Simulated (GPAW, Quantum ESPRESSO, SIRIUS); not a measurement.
# One calculation of Cu, 6 ways

```xyz
1
Lattice="0.0000 1.8075 1.8075 1.8075 0.0000 1.8075 1.8075 1.8075 0.0000" Properties=species:S:1:pos:R:3 pbc="T T T"
Cu    0.0000    0.0000    0.0000
```

Alike in all runs: task single point; functional PBE; k mesh 13 × 13 × 13; occupations fermi-dirac, width 0.05 eV; no spin polarisation; no spin-orbit coupling. Pressure is positive in compression and, in plane waves, holds the error of the finite cutoff.

```tsv
program and potentials	plane-wave cutoff (eV)	notes	pressure (GPa)
SIRIUS, PseudoDojo 0.5 PBE standard (scalar relativistic)	1254	19 valence electrons an atom on average	1.46
SIRIUS, in-house norm-conserving set, PBE (scalar relativistic)	1254	19 valence electrons an atom on average	1.63
SIRIUS, PseudoDojo 0.4 PBE stringent (scalar relativistic)	1416	19 valence electrons an atom on average	1.47
SIRIUS, JTH 2.0 PBE (PAW)	557	19 valence electrons an atom on average	0.44
Quantum ESPRESSO, SSSP 1.3 efficiency PBE	748	11 valence electrons an atom on average	1.22
GPAW, GPAW PAW data sets (gpaw-data 1.2.1)	600	11 valence electrons an atom on average	3.06
```

The pressure spans 0.44 (SIRIUS, JTH 2.0 PBE (PAW)) to 3.06 GPa (GPAW, GPAW PAW data sets (gpaw-data 1.2.1)).

Differences between rows come from potentials, basis sets and numerical settings, since the functional is the same but for its coding. Runs on potential files found faulty are left out.
